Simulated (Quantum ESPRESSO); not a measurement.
# Pb (P-1) in Quantum ESPRESSO: convergence with wavefunction cutoff

Aim: find how far wavefunction cutoff must go before the results for Pb settle, at PBE. This setting moves, with any that are tied to it; all else stays.

Program: Quantum ESPRESSO 7.5. These are calculated values, not measurements. Logs are shortened: lines on timing, memory, paths and dates and some standing lists are left out, and cuts for length are marked.

### 1 The cell of the first run

The typed cell holds 2 atoms: a = 3.480 Å, b = 3.480 Å, c = 5.590 Å, α = 90.00°, β = 90.00°, γ = 120.00°.

This isn't the form of Pb at room conditions, which is fcc.

The cell isn't the ideal one: atoms moved at random, drawn with an rms of 0.15 Å.

### 2 With wavefunction cutoff 22 Ry

Input file pw.in:

```
&CONTROL
  calculation = 'scf'
  prefix = 'pwscf'
  outdir = './tmp'
  pseudo_dir = './pseudo'
  tprnfor = .true.
  tstress = .true.
  disk_io = 'nowf'
/
&SYSTEM
  ibrav = 0
  nat = 2
  ntyp = 1
  ecutwfc = 22
  nbnd = 21
  occupations = 'smearing'
  smearing = 'mv'
  degauss = 0.00734986
/
&ELECTRONS
  conv_thr = 4d-10
  electron_maxstep = 120
  mixing_beta = 0.5
/
ATOMIC_SPECIES
Pb   207.2000 Pb.upf
CELL_PARAMETERS angstrom
   3.4800000000    0.0000000000    0.0000000000
  -1.7400000000    3.0137684052    0.0000000000
   0.0000000000    0.0000000000    5.5900000000
ATOMIC_POSITIONS crystal
Pb     0.6487650000    0.3267470000    0.7504890000
Pb     0.3316400000    0.6785870000    0.2399850000
K_POINTS automatic
8 8 4 0 0 0
```

Potentials or basis: PseudoDojo 0.4.1 SR PBE standard.

Run with:

```console
$ OMP_NUM_THREADS=1 pw.x -in pw.in > pw.out
```

Wall time 12 s (1 thread of Intel Xeon 6975P-C (Granite Rapids), shared host); peak memory 0.06 GiB.

Results:

```
Free energy            : -3760.5861 eV
Pressure               : -543.7 GPa
Largest force          : 0.216 eV/Å
Band gap on the k mesh : none (metal or under the smearing width)
```

### 3 With wavefunction cutoff 28 Ry

pw.in: that of step 2 with these lines changed.

```diff
@@ -13,3 +13,3 @@
   ntyp = 1
-  ecutwfc = 22
+  ecutwfc = 28
   nbnd = 21
```

Potentials or basis: PseudoDojo 0.4.1 SR PBE standard.

Run with:

```console
$ OMP_NUM_THREADS=1 pw.x -in pw.in > pw.out
```

Run time: 24 s. Hardware: 1 thread of Intel Xeon 6975P-C (Granite Rapids), shared host; peak memory 0.08 GiB.

What came out:

- Free energy: -3811.1198 eV
- Pressure: -227.8 GPa
- Largest force: 0.127 eV/Å
- Band gap on the k mesh: none (metal or under the smearing width)

### 4 With wavefunction cutoff 34 Ry

pw.in: that of step 3 with these lines changed.

```diff
@@ -13,3 +13,3 @@
   ntyp = 1
-  ecutwfc = 28
+  ecutwfc = 34
   nbnd = 21
```

Run with:

```console
$ OMP_NUM_THREADS=1 pw.x -in pw.in > pw.out
```

It took 31 s on 1 thread of Intel Xeon 6975P-C (Granite Rapids), shared host; peak memory 0.09 GiB.

What came out:

* Free energy: -3826.3379 eV
* Pressure: -66.9 GPa
* Largest force: 0.195 eV/Å
* Band gap on the k mesh: none (metal or under the smearing width)

### 5 With wavefunction cutoff 39 Ry

pw.in: that of step 4 with these lines changed.

```diff
@@ -13,3 +13,3 @@
   ntyp = 1
-  ecutwfc = 34
+  ecutwfc = 39
   nbnd = 21
```

Run with:

```console
$ OMP_NUM_THREADS=1 pw.x -in pw.in > pw.out
```

It took 35 s on 1 thread of Intel Xeon 6975P-C (Granite Rapids), shared host; peak memory 0.11 GiB.

Results:

- Free energy: -3829.4849 eV
- Pressure: -15.9 GPa
- Largest force: 0.162 eV/Å
- Band gap on the k mesh: none (metal or under the smearing width)

### 6 With wavefunction cutoff 45 Ry

pw.in: that of step 5 with these lines changed.

```diff
@@ -13,3 +13,3 @@
   ntyp = 1
-  ecutwfc = 39
+  ecutwfc = 45
   nbnd = 21
```

Potentials or basis: PseudoDojo 0.4.1 SR PBE standard.

Run with:

```console
$ OMP_NUM_THREADS=1 pw.x -in pw.in > pw.out
```

Wall time 44 s (1 thread of Intel Xeon 6975P-C (Granite Rapids), shared host); peak memory 0.12 GiB.

Results (log left out):

```yaml
Free_energy: -3830.2296 eV
Pressure: 1.6 GPa
Largest_force: 0.167 eV/Å
Band_gap_on_the_k_mesh: none (metal or under the smearing width)
```

### 7 With wavefunction cutoff 50 Ry

pw.in: that of step 6 with these lines changed.

```diff
@@ -13,3 +13,3 @@
   ntyp = 1
-  ecutwfc = 45
+  ecutwfc = 50
   nbnd = 21
```

Run with:

```console
$ OMP_NUM_THREADS=1 pw.x -in pw.in > pw.out
```

Wall time 44 s (1 thread of Intel Xeon 6975P-C (Granite Rapids), shared host); peak memory 0.14 GiB.

The run converged. Its results:

```yaml
Free_energy: -3830.2970 eV
Pressure: 4.1 GPa
Largest_force: 0.167 eV/Å
Band_gap_on_the_k_mesh: none (metal or under the smearing width)
```

### 8 With wavefunction cutoff 56 Ry

pw.in: that of step 7 with these lines changed.

```diff
@@ -13,3 +13,3 @@
   ntyp = 1
-  ecutwfc = 50
+  ecutwfc = 56
   nbnd = 21
```

Run with:

```console
$ OMP_NUM_THREADS=1 pw.x -in pw.in > pw.out
```

Run time: 51 s. Hardware: 1 thread of Intel Xeon 6975P-C (Granite Rapids), shared host; peak memory 0.16 GiB.

It converged, with:

```yaml
Free_energy: -3830.3006 eV
Pressure: 4.4 GPa
Largest_force: 0.167 eV/Å
Band_gap_on_the_k_mesh: none (metal or under the smearing width)
```

### 9 With wavefunction cutoff 67 Ry

pw.in: that of step 8 with these lines changed.

```diff
@@ -13,3 +13,3 @@
   ntyp = 1
-  ecutwfc = 56
+  ecutwfc = 67
   nbnd = 21
```

Potentials or basis: PseudoDojo 0.4.1 SR PBE standard.

Run with:

```console
$ OMP_NUM_THREADS=1 pw.x -in pw.in > pw.out
```

Wall time 79 s (1 thread of Intel Xeon 6975P-C (Granite Rapids), shared host); peak memory 0.21 GiB.

Results (log left out):

```
Free energy            : -3830.3016 eV
Pressure               : 4.4 GPa
Largest force          : 0.167 eV/Å
Band gap on the k mesh : none (metal or under the smearing width)
```

### 10 With wavefunction cutoff 84 Ry

pw.in: that of step 9 with these lines changed.

```diff
@@ -13,3 +13,3 @@
   ntyp = 1
-  ecutwfc = 67
+  ecutwfc = 84
   nbnd = 21
```

Potentials or basis: PseudoDojo 0.4.1 SR PBE standard.

Run with:

```console
$ OMP_NUM_THREADS=1 pw.x -in pw.in > pw.out
```

pw.out:

```text
This program is part of the open-source Quantum ESPRESSO suite
     for quantum simulation of materials; please cite
         "P. Giannozzi et al., J. Phys.:Condens. Matter 21 395502 (2009);
         "P. Giannozzi et al., J. Phys.:Condens. Matter 29 465901 (2017);
         "P. Giannozzi et al., J. Chem. Phys. 152 154105 (2020);
     in publications or presentations arising from this work. More details at

     G-vector sticks info
     --------------------
     sticks:   dense  smooth     PW     G-vecs:    dense   smooth      PW
     Sum        1003    1003    295                41191    41191    6375

     Using Slab Decomposition

     bravais-lattice index     =            0
     lattice parameter (alat)  =       6.5762  a.u.
     unit-cell volume          =     395.6376 (a.u.)^3
     number of atoms/cell      =            2
     number of atomic types    =            1
     number of electrons       =        28.00
     number of Kohn-Sham states=           21
     kinetic-energy cutoff     =      84.0000  Ry
     charge density cutoff     =     336.0000  Ry
     scf convergence threshold =      4.0E-10
     mixing beta               =       0.5000
     number of iterations used =            8  plain     mixing
     Exchange-correlation= PBE
                           (   1   4   3   4   0   0   0)

     celldm(1)=   6.576247  celldm(2)=   0.000000  celldm(3)=   0.000000
     celldm(4)=   0.000000  celldm(5)=   0.000000  celldm(6)=   0.000000

     crystal axes: (cart. coord. in units of alat)
               a(1) = (   1.000000   0.000000   0.000000 )
               a(2) = (  -0.500000   0.866025   0.000000 )
               a(3) = (   0.000000   0.000000   1.606322 )

     reciprocal axes: (cart. coord. in units 2 pi/alat)
               b(1) = (  1.000000  0.577350 -0.000000 )
               b(2) = (  0.000000  1.154701  0.000000 )
               b(3) = (  0.000000 -0.000000  0.622540 )

     PseudoPot. # 1 for Pb read from file:
     Pb.upf
     Pseudo is Norm-conserving + core correction, Zval = 14.0
     Generated using ONCVPSP code by D. R. Hamann
     Using radial grid of 1678 points,  6 beta functions with:
                l(1) =   0
                l(2) =   0
                l(3) =   1
                l(4) =   1
                l(5) =   2
                l(6) =   2

     atomic species   valence    mass     pseudopotential
     Pb               14.00   207.20000     Pb( 1.00)

     No symmetry found

   Cartesian axes

     site n.     atom                  positions (alat units)
         1        Pb     tau(   1) = (   0.4853915   0.2829712   1.2055269  )
         2        Pb     tau(   2) = (  -0.0076535   0.5876736   0.3854931  )

     number of k points=   132  Marzari-Vanderbilt smearing, width (Ry)=  0.0073

     Number of k-points >= 100: set verbosity='high' to print them.

     Dense  grid:    41191 G-vectors     FFT dimensions: (  40,  40,  64)

     Initial potential from superposition of free atoms

     starting charge      27.9957, renormalised to      28.0000
     Starting wfcs are   18 randomized atomic wfcs +    3 random wfcs

     Self-consistent Calculation

     iteration #  1     ecut=    84.00 Ry     beta= 0.50
     Davidson diagonalization with overlap
     ethr =  1.00E-02,  avg # of iterations =  4.4

     Threshold (ethr) on eigenvalues was too large:
     Diagonalizing with lowered threshold

     Davidson diagonalization with overlap
     ethr =  1.75E-05,  avg # of iterations =  7.8

     total energy              =    -281.52129662 Ry
     estimated scf accuracy    <       0.00511191 Ry

     iteration #  2     ecut=    84.00 Ry     beta= 0.50
     Davidson diagonalization with overlap
     ethr =  1.83E-05,  avg # of iterations =  2.0

     total energy              =    -281.52195391 Ry
     estimated scf accuracy    <       0.00035490 Ry

     iteration #  3     ecut=    84.00 Ry     beta= 0.50
     Davidson diagonalization with overlap
     c_bands:  1 eigenvalues not converged
     c_bands:  1 eigenvalues not converged
     ethr =  1.27E-06,  avg # of iterations =  3.1

     total energy              =    -281.52200284 Ry
     estimated scf accuracy    <       0.00007075 Ry

     iteration #  4     ecut=    84.00 Ry     beta= 0.50
     Davidson diagonalization with overlap
     ethr =  2.53E-07,  avg # of iterations =  2.1

     total energy              =    -281.52201602 Ry
     estimated scf accuracy    <       0.00001945 Ry

     iteration #  5     ecut=    84.00 Ry     beta= 0.50
     Davidson diagonalization with overlap
     ethr =  6.95E-08,  avg # of iterations =  1.2

     total energy              =    -281.52201838 Ry
     estimated scf accuracy    <       0.00000023 Ry

     iteration #  6     ecut=    84.00 Ry     beta= 0.50
     Davidson diagonalization with overlap
     ethr =  8.04E-10,  avg # of iterations =  3.1

     total energy              =    -281.52201849 Ry
     estimated scf accuracy    <       0.00000004 Ry

     iteration #  7     ecut=    84.00 Ry     beta= 0.50
     Davidson diagonalization with overlap
     ethr =  1.43E-10,  avg # of iterations =  1.7

     total energy              =    -281.52201849 Ry
     estimated scf accuracy    <          3.2E-09 Ry

     iteration #  8     ecut=    84.00 Ry     beta= 0.50
     Davidson diagonalization with overlap
     ethr =  1.16E-11,  avg # of iterations =  2.0

     End of self-consistent calculation

     Number of k-points >= 100: set verbosity='high' to print the bands.

     the Fermi energy is    12.0977 ev

!    total energy              =    -281.52201849 Ry
     estimated scf accuracy    <          1.5E-10 Ry
     smearing contrib. (-TS)   =      -0.00005255 Ry
     internal energy E=F+TS    =    -281.52196594 Ry

     The total energy is F=E-TS. E is the sum of the following terms:
     one-electron contribution =     -56.59062089 Ry
     hartree contribution      =      49.30820303 Ry
     xc contribution           =     -80.01557262 Ry
     ewald contribution        =    -194.22397546 Ry

     convergence has been achieved in   8 iterations

     Forces acting on atoms (cartesian axes, Ry/au):

     atom    1 type  1   force =     0.00044834    0.00141114   -0.00631845
     atom    2 type  1   force =    -0.00044834   -0.00141114    0.00631845

     Total force =     0.009178     Total SCF correction =     0.000087

     Computing stress (Cartesian axis) and pressure

          total   stress  (Ry/bohr**3)                   (kbar)     P=       43.64
   0.00029891  -0.00000719  -0.00000245           43.97       -1.06       -0.36
  -0.00000719   0.00032989  -0.00000680           -1.06       48.53       -1.00
  -0.00000245  -0.00000680   0.00026123           -0.36       -1.00       38.43

=------------------------------------------------------------------------------=
   JOB DONE.
=------------------------------------------------------------------------------=
```

It took 1.9 min on 1 thread of Intel Xeon 6975P-C (Granite Rapids), shared host; peak memory 0.28 GiB.

Results:

* Free energy: -3830.3022 eV
* Pressure: 4.4 GPa
* Largest force: 0.167 eV/Å
* Band gap on the k mesh: none (metal or under the smearing width)

### 11 The series at a glance

```csv
wavefunction cutoff,"energy less the tightest run, at zero smearing (meV/atom)",pressure (GPa),largest force (eV/Å),SCF cycles,CPU time (s),peak memory (GiB)
22 Ry,34858.06,-543.66,0.216,10,12,0.06
28 Ry,9591.21,-227.76,0.127,10,24,0.08
34 Ry,1982.17,-66.93,0.195,10,31,0.09
39 Ry,408.66,-15.94,0.162,8,35,0.11
45 Ry,36.29,1.57,0.167,9,44,0.12
50 Ry,2.58,4.12,0.167,8,44,0.14
56 Ry,0.78,4.37,0.167,8,51,0.16
67 Ry,0.30,4.37,0.167,8,79,0.21
84 Ry,0.00,4.36,0.167,8,110,0.28
```

Against the tightest run, the energy stays within 1 meV/atom from 56 Ry on; the pressure stays within 0.1 GPa from 56 Ry on; the largest force stays within 0.005 eV/Å from 39 Ry on. The tightest run that finished is the yardstick and may itself not be fully converged.
